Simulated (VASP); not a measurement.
# In8SbAs7 (F-43m) in VASP: further runs, part 2 of 2

VASP 6.6.1.

**3. Relaxation of cell and atoms, PBEsol**

This run uses another cell than the first one, of 29.01 Å³/atom, 1.027 times its volume.

Contents of INCAR:

```
ALGO = Normal
EDIFF = 1E-7
EDIFFG = -0.005
ENCUT = 600
GGA = PS
IBRION = 2
ISIF = 3
ISMEAR = 0
KPAR = 4
LASPH = T
LCHARG = F
LREAL = F
LWAVE = F
NELM = 80
NSW = 90
PREC = Accurate
SIGMA = 0.03
```

Contents of KPOINTS:

```
k-points
0
Gamma
  6 6 6
```

Contents of POSCAR:

```
In8SbAs7                                
1.0
   -6.1456111842     -0.0000000000      6.1456111842
   -6.1456111842     -6.1456111842      0.0000000000
    0.0000000000     -6.1456111842      6.1456111842
  In              Sb              As            
     8     1     7
Direct
     0.9955696406065003    0.5132910781804997    0.9955696406065003
     0.9955696406065003    0.9955696406065003    0.9955696406065003
     0.9991220262304874    0.5002926579231707    0.5002926579231707
     0.9955696406065003    0.9955696406065003    0.5132910781804997
     0.5002926579231707    0.5002926579231707    0.9991220262304874
     0.5132910781804997    0.9955696406065003    0.9955696406065003
     0.5002926579231707    0.5002926579231707    0.5002926579231707
     0.5002926579231707    0.9991220262304874    0.5002926579231707
     0.1250000000000000    0.1250000000000000    0.1250000000000000
     0.1254520232744244    0.6245479767255756    0.1254520232744244
     0.1254520232744244    0.1254520232744244    0.6245479767255756
     0.1254520232744244    0.6245479767255756    0.6245479767255756
     0.6245479767255756    0.1254520232744244    0.1254520232744244
     0.6245479767255756    0.6245479767255756    0.1254520232744244
     0.6245479767255756    0.1254520232744244    0.6245479767255756
     0.6250000000000000    0.6250000000000000    0.6250000000000000
```

Potentials or basis: VASP PAW PBE potentials, release 64 (In_d, Sb, As).

On the command line:

```console
$ cat potpaw_PBE.64/In_d/POTCAR potpaw_PBE.64/Sb/POTCAR potpaw_PBE.64/As/POTCAR > POTCAR
$ mpirun -np 4 vasp_std > vasp.out
```

OUTCAR:

```text
EDIFF = 1E-7
   EDIFFG = -0.005
   ENCUT = 600
   GGA = PS
   IBRION = 2
   ISIF = 3
   ISMEAR = 0
   LASPH = T
   LREAL = F
   NELM = 80
   NSW = 90
   PREC = Accurate

 ion  position               nearest neighbor table
   1  0.996  0.513  0.996-  12 2.63  14 2.63  10 2.63   9 2.76
   2  0.996  0.996  0.996-  10 2.63  11 2.63  13 2.63   9 2.76
   3  0.999  0.500  0.500-  16 2.65  11 2.66  10 2.66  12 2.66
   4  0.996  0.996  0.513-  12 2.63  15 2.63  11 2.63   9 2.76
   5  0.500  0.500  0.999-  16 2.65  13 2.66  10 2.66  14 2.66
   6  0.513  0.996  0.996-  14 2.63  15 2.63  13 2.63   9 2.76
[... 8 lines left out ...]
  15  0.625  0.125  0.625-   4 2.63   6 2.63   7 2.66   8 2.66
  16  0.625  0.625  0.625-   3 2.65   5 2.65   8 2.65   7 2.65

[... 1676 lines left out ...]
  external PRESSURE =      -0.1885674 kB  Pullay stress =       0.0000000 kB

 VOLUME and BASIS-vectors are now :
 -----------------------------------------------------------------------------
  energy-cutoff  :      600.00
  volume of cell :      464.56
      direct lattice vectors                 reciprocal lattice vectors
    -6.147089011  0.000000000  6.147089011    -0.081339313  0.081339313  0.081339313
    -6.147089011 -6.147089011  0.000000000    -0.081339313 -0.081339313 -0.081339313
     0.000000000 -6.147089011  6.147089011     0.081339313 -0.081339313  0.081339313

 POSITION                                       TOTAL-FORCE (eV/Angst)
 -----------------------------------------------------------------------------------
     -9.27490     -9.27490     12.23991         0.001884      0.001884      0.001884
    -12.23991    -12.23991     12.23991        -0.001884     -0.001884      0.001884
     -9.21691     -6.15081      9.21691         0.001159     -0.001159     -0.001159
    -12.23991     -9.27490      9.27490        -0.001884      0.001884     -0.001884
     -6.15081     -9.21691      9.21691        -0.001159      0.001159     -0.001159
     -9.27490    -12.23991      9.27490         0.001884     -0.001884     -0.001884
[... 8 lines left out ...]
     -4.61032     -4.61032      7.67822         0.000000      0.000000     -0.000244
     -7.68386     -7.68386      7.68386         0.000000      0.000000     -0.000000
 -----------------------------------------------------------------------------------
    total drift:                                0.000000      0.000000     -0.000000

  FREE ENERGIE OF THE ION-ELECTRON SYSTEM (eV)
  ---------------------------------------------------
  free  energy   TOTEN  =       -66.9574671328 eV

  energy  without entropy=      -66.9572528538  energy(sigma->0) =      -66.95735999

 reached required accuracy - stopping structural energy minimisation
```

OSZICAR:

```text
N       E                     dE             d eps       ncg     rms          rms(c)
DAV:   1     0.160918552391E+04    0.16092E+04   -0.66294E+04  2752   0.203E+03
DAV:   2     0.209183191604E+03   -0.14000E+04   -0.13675E+04  2752   0.539E+02
DAV:   3    -0.467859813248E+02   -0.25597E+03   -0.24307E+03  3088   0.227E+02
DAV:   4    -0.680554695583E+02   -0.21269E+02   -0.20905E+02  3264   0.625E+01
[... 17 lines left out ...]
DAV:   4    -0.669574768271E+02    0.11353E-05   -0.25140E-05  3614   0.271E-02    0.279E-02
DAV:   5    -0.669574723200E+02    0.45070E-05   -0.20073E-06  3160   0.559E-03    0.160E-02
DAV:   6    -0.669574674511E+02    0.48690E-05   -0.14712E-06  3222   0.655E-03    0.485E-03
DAV:   7    -0.669574672278E+02    0.22326E-06   -0.21542E-07  1858   0.269E-03    0.237E-03
DAV:   8    -0.669574671328E+02    0.95060E-07   -0.89109E-08  1690   0.156E-03
   2 F= -.66957467E+02 E0= -.66957360E+02  d E =-.108502E-04
```

CONTCAR:

```text
In8SbAs7
   1.00000000000000
    -6.1470890109095206    0.0000000000000000    6.1470890109095206
    -6.1470890109095206   -6.1470890109095206    0.0000000000000000
     0.0000000000000000   -6.1470890109095206    6.1470890109095206
  In              Sb              As
     8     1     7
Direct
     0.9955858648817583    0.5132424053547181    0.9955858648817583
     0.9955858648817583    0.9955858648817583    0.9955858648817583
     0.9990913533309430    0.5003028822230167    0.5003028822230167
     0.9955858648817583    0.9955858648817583    0.5132424053547181
     0.5003028822230167    0.5003028822230167    0.9990913533309430
     0.5132424053547181    0.9955858648817583    0.9955858648817583
[... 8 lines left out ...]
     0.6245408790719418    0.1254591209280582    0.6245408790719418
     0.6250000000000000    0.6250000000000000    0.6250000000000000

  0.00000000E+00  0.00000000E+00  0.00000000E+00
  0.00000000E+00  0.00000000E+00  0.00000000E+00
  0.00000000E+00  0.00000000E+00  0.00000000E+00
  0.00000000E+00  0.00000000E+00  0.00000000E+00
  0.00000000E+00  0.00000000E+00  0.00000000E+00
  0.00000000E+00  0.00000000E+00  0.00000000E+00
[... 8 lines left out ...]
  0.00000000E+00  0.00000000E+00  0.00000000E+00
  0.00000000E+00  0.00000000E+00  0.00000000E+00
```

Run time: 6.2 min. Hardware: 4 MPI ranks of Intel Xeon 6975P-C (Granite Rapids), shared host; peak memory 1.1 GiB.

What came out:

```yaml
Free_energy: -66.9575 eV
Relaxed_volume: 29.03 Å³/atom
Relaxed_cell: a = 8.693 Å, b = 8.693 Å, c = 8.693 Å, α = 60.00°, β = 60.00°, γ = 60.00°
Space_group_after_relaxing_to_0.05_Å: F-43m (No. 216)
Energy_gained_by_relaxing: 0.0 meV/atom
Ionic_steps: 2
Pressure_after_relaxing: 0.0 GPa
Largest_force_after_relaxing: 0.003 eV/Å
Band_gap_on_the_k_mesh: none (metal or under the smearing width)
```

Forces on the atoms (eV/Å):
```
In   0.002  0.002  0.002
In  -0.002 -0.002  0.002
In   0.001 -0.001 -0.001
In  -0.002  0.002 -0.002
In  -0.001  0.001 -0.001
In   0.002 -0.002 -0.002
In  -0.001 -0.001  0.001
In   0.001  0.001  0.001
Sb   0.000  0.000  0.000
As   0.000  0.000  0.000
As   0.000  0.000  0.000
As   0.000  0.000  0.000
As   0.000  0.000  0.000
As   0.000  0.000  0.000
As   0.000  0.000  0.000
As   0.000  0.000  0.000
```

Final structure:
```
In Sb As
1.0
    -6.14709    0.00000    6.14709
    -6.14709   -6.14709    0.00000
     0.00000   -6.14709    6.14709
In Sb As
8 1 7
Direct
  0.99559 0.51324 0.99559
  0.99559 0.99559 0.99559
  0.99909 0.50030 0.50030
  0.99559 0.99559 0.51324
  0.50030 0.50030 0.99909
  0.51324 0.99559 0.99559
  0.50030 0.50030 0.50030
  0.50030 0.99909 0.50030
  0.12500 0.12500 0.12500
  0.12546 0.62454 0.12546
  0.12546 0.12546 0.62454
  0.12546 0.62454 0.62454
  0.62454 0.12546 0.12546
  0.62454 0.62454 0.12546
  0.62454 0.12546 0.62454
  0.62500 0.62500 0.62500
```

Levels at points of the mesh, in eV from the Fermi level:
```
           k point  band 68  band 69  band 70  band 71  band 72  band 73  band 74  band 75  band 76  band 77
(0.00, 0.00, 0.00)    -0.89    -0.89    -0.56    -0.01    -0.01    -0.01     0.61     0.61     0.61     0.95
(0.50, 0.00, 0.00)    -1.67    -0.73    -0.73    -0.46    -0.46     0.85     1.08     1.95     1.99     1.99
(0.50, 0.50, 0.00)    -1.43    -1.23    -1.12    -0.90    -0.90     2.01     2.03     2.24     2.24     2.26
```

Caveat: the PAW data sets were made with another functional, which shifts forces and pressure a little. Spin-orbit coupling is left out, which matters for the levels of Sb.

**4. Relaxation of cell and atoms, PBEsol**

Contents of INCAR:

```
SYSTEM = In8SbAs7
ALGO = Normal
EDIFF = 1E-6
EDIFFG = -0.01
ENCUT = 600
GGA = PS
IBRION = 2
ISIF = 3
ISMEAR = 0
KPAR = 4
LASPH = .True.
LCHARG = .False.
LREAL = .False.
LWAVE = .False.
NELM = 80
NSW = 90
PREC = Accurate
SIGMA = 0.03
```

Contents of KPOINTS:

```
k-points
0
Gamma
  6 6 6
  0 0 0
```

Contents of POSCAR:

```
In8SbAs7
1.0
   -6.0912750000      0.0000000000      6.0912750000
   -6.0912750000     -6.0912750000      0.0000000000
    0.0000000000     -6.0912750000      6.0912750000
In Sb As
8 1 7
Direct
    0.0000000000      0.5000000000      0.0000000000
    0.0000000000      0.0000000000      0.0000000000
    0.0000000000      0.5000000000      0.5000000000
    0.0000000000      0.0000000000      0.5000000000
    0.5000000000      0.5000000000      0.0000000000
    0.5000000000      0.0000000000      0.0000000000
    0.5000000000      0.5000000000      0.5000000000
    0.5000000000      0.0000000000      0.5000000000
    0.1250000000      0.1250000000      0.1250000000
    0.1250000000      0.6250000000      0.1250000000
    0.1250000000      0.1250000000      0.6250000000
    0.1250000000      0.6250000000      0.6250000000
    0.6250000000      0.1250000000      0.1250000000
    0.6250000000      0.6250000000      0.1250000000
    0.6250000000      0.1250000000      0.6250000000
    0.6250000000      0.6250000000      0.6250000000
```

Potentials or basis: VASP PAW PBE potentials, release 64 (In_d, Sb, As).

On the command line:

```console
$ cat potpaw_PBE.64/In_d/POTCAR potpaw_PBE.64/Sb/POTCAR potpaw_PBE.64/As/POTCAR > POTCAR
$ mpirun -np 4 vasp_std > vasp.out
```

OUTCAR:

```text
SYSTEM = In8SbAs7
   EDIFF = 1E-6
   EDIFFG = -0.01
   ENCUT = 600
   GGA = PS
   IBRION = 2
   ISIF = 3
   ISMEAR = 0
   LASPH = .True.
   LREAL = .False.
   NELM = 80
   NSW = 90
   PREC = Accurate

 ion  position               nearest neighbor table
   1  0.000  0.500  0.000-   9 2.64  10 2.64  12 2.64  14 2.64
   2  0.000  0.000  0.000-   9 2.64  10 2.64  11 2.64  13 2.64
   3  0.000  0.500  0.500-  10 2.64  11 2.64  12 2.64  16 2.64
   4  0.000  0.000  0.500-   9 2.64  11 2.64  12 2.64  15 2.64
   5  0.500  0.500  0.000-  10 2.64  13 2.64  14 2.64  16 2.64
   6  0.500  0.000  0.000-   9 2.64  13 2.64  14 2.64  15 2.64
[... 8 lines left out ...]
  15  0.625  0.125  0.625-   4 2.64   6 2.64   7 2.64   8 2.64
  16  0.625  0.625  0.625-   3 2.64   5 2.64   7 2.64   8 2.64

  LATTYP: Found a face centered cubic cell.
[... 1962 lines left out ...]
  ---------------------------------------------------
  free energy    TOTEN  =       -66.95628470 eV

  energy without entropy =      -66.95607042  energy(sigma->0) =      -66.95617756

 E-fermi :   4.3113     XC(G=0):  -9.1379

 val. band max:        4.3021552276   @ k =   0.0000   0.0000   0.0000
 cond. band min:       4.8265294827   @ k =   0.1667   0.0000   0.0000
 fundamental gap:      0.5243742551
 Fermi energy:         4.3112928505

 k-point     1 :       0.0000    0.0000    0.0000
  band No.  band energies     occupation
      1     -10.2611      2.00000
      2     -10.2424      2.00000
      3     -10.2424      2.00000
      4     -10.1931      2.00000
      5     -10.1931      2.00000
      6     -10.1931      2.00000
[... 1381 lines left out ...]
     83       7.9572      0.00000
     84       8.0497      0.00000
 [bands above 84 left out]

------------------------ aborting loop because EDIFF is reached ----------------------------------------

  FORCE on cell =-STRESS in cart. coord.  units (eV):
  Direction    XX          YY          ZZ          XY          YZ          ZX
  --------------------------------------------------------------------------------------
  -------------------------------------------------------------------------------------
  Total        0.0245545      0.0245545      0.0245545     -0.0000000      0.0000000      0.0000000
  in kB        0.0847456      0.0847456      0.0847456     -0.0000000      0.0000000      0.0000000
  external PRESSURE =       0.0847456 kB  Pullay stress =       0.0000000 kB
[... 31 lines left out ...]
  FREE ENERGIE OF THE ION-ELECTRON SYSTEM (eV)
  ---------------------------------------------------
  free  energy   TOTEN  =       -66.9562847029 eV

  energy  without entropy=      -66.9560704247  energy(sigma->0) =      -66.95617756

 reached required accuracy - stopping structural energy minimisation
```

CONTCAR:

```text
In8SbAs7
   1.00000000000000
    -6.1456111842479144   -0.0000000000000000    6.1456111842479144
    -6.1456111842479144   -6.1456111842479144    0.0000000000000000
     0.0000000000000000   -6.1456111842479144    6.1456111842479144
  In              Sb              As
     8     1     7
Direct
     0.9955696406065003    0.5132910781804997    0.9955696406065003
     0.9955696406065003    0.9955696406065003    0.9955696406065003
     0.9991220262304874    0.5002926579231707    0.5002926579231707
     0.9955696406065003    0.9955696406065003    0.5132910781804997
     0.5002926579231707    0.5002926579231707    0.9991220262304874
     0.5132910781804997    0.9955696406065003    0.9955696406065003
[... 8 lines left out ...]
     0.6245479767255756    0.1254520232744244    0.6245479767255756
     0.6250000000000000    0.6250000000000000    0.6250000000000000

  0.00000000E+00  0.00000000E+00  0.00000000E+00
  0.00000000E+00  0.00000000E+00  0.00000000E+00
  0.00000000E+00  0.00000000E+00  0.00000000E+00
  0.00000000E+00  0.00000000E+00  0.00000000E+00
  0.00000000E+00  0.00000000E+00  0.00000000E+00
  0.00000000E+00  0.00000000E+00  0.00000000E+00
[... 8 lines left out ...]
  0.00000000E+00  0.00000000E+00  0.00000000E+00
  0.00000000E+00  0.00000000E+00  0.00000000E+00
```

Wall time 24 min (4 MPI ranks of Intel Xeon Platinum 8488C (Sapphire Rapids), shared host); peak memory 1.2 GiB.

Results:

| Quantity | Value |
| --- | --- |
| Free energy | -66.9563 eV |
| Relaxed volume | 29.01 Å³/atom |
| Relaxed cell | a = 8.691 Å, b = 8.691 Å, c = 8.691 Å, α = 60.00°, β = 60.00°, γ = 60.00° |
| Space group after relaxing (to 0.05 Å) | F-43m (No. 216) |
| Energy gained by relaxing | 17.4 meV/atom |
| Ionic steps | 8 |
| Pressure after relaxing | 0.0 GPa |
| Band gap on the k mesh | none (metal or under the smearing width) |

The path:
| step | energy change (eV) | largest force (eV/Å) | pressure (GPa) | volume (Å³) |
| --- | --- | --- | --- | --- |
| 1 | 0.0000 | 1.2179 | 1.74 | 452.02 |
| 2 | -0.2314 | 0.3590 | -0.84 | 472.41 |
| 3 | -0.2320 | 0.4000 | -0.73 | 471.27 |
| 4 | -0.2749 | 0.0955 | -0.09 | 465.31 |
| 5 | -0.2768 | 0.0665 | 0.08 | 463.80 |
| 6 | -0.2782 | 0.0359 | 0.01 | 464.39 |
| 7 | -0.2785 | 0.0189 | -0.05 | 464.81 |
| 8 | -0.2788 | 0.0066 | 0.01 | 464.22 |

Final structure:
```
In Sb As
1.0
    -6.14561    0.00000    6.14561
    -6.14561   -6.14561    0.00000
     0.00000   -6.14561    6.14561
In Sb As
8 1 7
Direct
  0.99557 0.51329 0.99557
  0.99557 0.99557 0.99557
  0.99912 0.50029 0.50029
  0.99557 0.99557 0.51329
  0.50029 0.50029 0.99912
  0.51329 0.99557 0.99557
  0.50029 0.50029 0.50029
  0.50029 0.99912 0.50029
  0.12500 0.12500 0.12500
  0.12545 0.62455 0.12545
  0.12545 0.12545 0.62455
  0.12545 0.62455 0.62455
  0.62455 0.12545 0.12545
  0.62455 0.62455 0.12545
  0.62455 0.12545 0.62455
  0.62500 0.62500 0.62500
```

Levels at points of the mesh, in eV from the Fermi level:
```
           k point  band 70  band 71  band 72  band 73  band 74  band 75
(0.00, 0.00, 0.00)    -0.56    -0.01    -0.01    -0.01     0.61     0.61
(0.50, 0.00, 0.00)    -0.73    -0.46    -0.46     0.85     1.08     1.95
(0.50, 0.50, 0.00)    -1.12    -0.90    -0.90     2.01     2.03     2.24
```

Caveat: the PAW data sets were made with another functional, which shifts forces and pressure a little. The run has no spin-orbit coupling, so splittings on Sb are missing.

**5. Relaxation of cell and atoms, PBEsol**

This run uses another cell than the first one, of 29.01 Å³/atom, 1.027 times its volume.

INCAR: that of step 4 with these lines changed.

```diff
@@ -2,4 +2,4 @@
 ALGO = Normal
-EDIFF = 1E-6
-EDIFFG = -0.01
+EDIFF = 1E-7
+EDIFFG = -0.005
 ENCUT = 600
```

KPOINTS is that of step 4.

Contents of POSCAR:

```
In8SbAs7                                
1.0
   -6.1456111842     -0.0000000000      6.1456111842
   -6.1456111842     -6.1456111842      0.0000000000
    0.0000000000     -6.1456111842      6.1456111842
  In              Sb              As            
     8     1     7
Direct
     0.9955696406065003    0.5132910781804997    0.9955696406065003
     0.9955696406065003    0.9955696406065003    0.9955696406065003
     0.9991220262304874    0.5002926579231707    0.5002926579231707
     0.9955696406065003    0.9955696406065003    0.5132910781804997
     0.5002926579231707    0.5002926579231707    0.9991220262304874
     0.5132910781804997    0.9955696406065003    0.9955696406065003
     0.5002926579231707    0.5002926579231707    0.5002926579231707
     0.5002926579231707    0.9991220262304874    0.5002926579231707
     0.1250000000000000    0.1250000000000000    0.1250000000000000
     0.1254520232744244    0.6245479767255756    0.1254520232744244
     0.1254520232744244    0.1254520232744244    0.6245479767255756
     0.1254520232744244    0.6245479767255756    0.6245479767255756
     0.6245479767255756    0.1254520232744244    0.1254520232744244
     0.6245479767255756    0.6245479767255756    0.1254520232744244
     0.6245479767255756    0.1254520232744244    0.6245479767255756
     0.6250000000000000    0.6250000000000000    0.6250000000000000
```

On the command line:

```console
$ cat potpaw_PBE.64/In_d/POTCAR potpaw_PBE.64/Sb/POTCAR potpaw_PBE.64/As/POTCAR > POTCAR
$ mpirun -np 4 vasp_std > vasp.out
```

It took 7.5 min on 4 MPI ranks of Intel Xeon Platinum 8488C (Sapphire Rapids), shared host; peak memory 1.2 GiB.

It converged, with:

```yaml
Free_energy: -66.9575 eV
Relaxed_volume: 29.03 Å³/atom
Relaxed_cell: a = 8.693 Å, b = 8.693 Å, c = 8.693 Å, α = 60.00°, β = 60.00°, γ = 60.00°
Space_group_after_relaxing_to_0.05_Å: F-43m (No. 216)
Energy_gained_by_relaxing: 0.0 meV/atom
Ionic_steps: 2
Pressure_after_relaxing: 0.0 GPa
Largest_force_after_relaxing: 0.003 eV/Å
Band_gap_on_the_k_mesh: none (metal or under the smearing width)
```

Forces in eV/Å, atoms in the order of the input:
```
In   0.002  0.002  0.002
In  -0.002 -0.002  0.002
In   0.001 -0.001 -0.001
In  -0.002  0.002 -0.002
In  -0.001  0.001 -0.001
In   0.002 -0.002 -0.002
In  -0.001 -0.001  0.001
In   0.001  0.001  0.001
Sb   0.000  0.000  0.000
As   0.000  0.000  0.000
As   0.000  0.000  0.000
As   0.000  0.000  0.000
As   0.000  0.000  0.000
As   0.000  0.000  0.000
As   0.000  0.000  0.000
As   0.000  0.000  0.000
```

Final structure:
```xyz
16
Lattice="-6.1471 0.0000 6.1471 -6.1471 -6.1471 0.0000 0.0000 -6.1471 6.1471" Properties=species:S:1:pos:R:3 pbc="T T T"
In   -9.2749   -9.2749   12.2399
In  -12.2399  -12.2399   12.2399
In   -9.2169   -6.1508    9.2169
In  -12.2399   -9.2749    9.2749
In   -6.1508   -9.2169    9.2169
In   -9.2749  -12.2399    9.2749
In   -6.1508   -6.1508    6.1508
In   -9.2169   -9.2169    6.1508
Sb   -1.5368   -1.5368    1.5368
As   -4.6103   -4.6103    1.5424
As   -1.5424   -4.6103    4.6103
As   -4.6103   -7.6782    4.6103
As   -4.6103   -1.5424    4.6103
As   -7.6782   -4.6103    4.6103
As   -4.6103   -4.6103    7.6782
As   -7.6839   -7.6839    7.6839
```

Levels at points of the mesh, in eV from the Fermi level:
| k point | band 69 | band 70 | band 71 | band 72 | band 73 | band 74 | band 75 | band 76 |
| --- | --- | --- | --- | --- | --- | --- | --- | --- |
| (0.00, 0.00, 0.00) | -0.89 | -0.56 | -0.01 | -0.01 | -0.01 | 0.61 | 0.61 | 0.61 |
| (0.50, 0.00, 0.00) | -0.73 | -0.73 | -0.46 | -0.46 | 0.85 | 1.08 | 1.95 | 1.99 |
| (0.50, 0.50, 0.00) | -1.23 | -1.12 | -0.90 | -0.90 | 2.01 | 2.03 | 2.24 | 2.24 |

Caveat: the PAW data sets were made with another functional, which shifts forces and pressure a little. Spin-orbit coupling is left out, which matters for the levels of Sb.
